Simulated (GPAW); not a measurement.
Entries from a set of simulations; values are calculated unless marked as measured.

```
Quasiparticle gap of KCl (Sylvite) in GPAW
1.0
     0.00000    3.14647    3.14647
     3.14647    0.00000    3.14647
     3.14647    3.14647    0.00000
K Cl
1 1
Direct
  0.00000 0.00000 0.00000
  0.50000 0.50000 0.50000
# method: DFT, PBE, plane waves, PAW (and 1 further level or step)
# program: GPAW 26.7.0
# settings of one run: cutoff 450 eV, GPAW PAW setups 1.2.1 data release, 4×4×4 k-mesh, nbands 151
# cost: 4 runs, 43 s in all on 4 MPI ranks of Arm Neoverse V2, shared host (the runs of this entry)
# notes: The cell and positions come from the Crystallography Open Database and are kept as given unless a step says otherwise. Bands and cutoff are finite, so the gap is not at the basis limit. The miss can reach some tenths of an eV and take either sign; the mesh is an error of its own.
# PBE gap: 5.19 eV, direct
# G0W0 gap on the mesh: 7.88 eV
# GW settings: 4×4×4 mesh, 141 bands, screening to 100 eV, Godby-Needs plasmon pole
# known limits: not at the basis limit
```

[Paths, hosts, dates, memory and timing lines, banners, echoed tables and standing remarks are left out of the program output.]

[Logs are printed without paths, hosts, clocks, repeated set-up lines and the standing remarks that a program may print on its own settings, such as how far it seeks lower states.]

[Runs of the session that timed out or met a known fault of the program may be left out.]

[Hosts, paths, dates, database ids (printed as entryN), source tags and the programs' standing remarks are cut or masked in the printed files.]
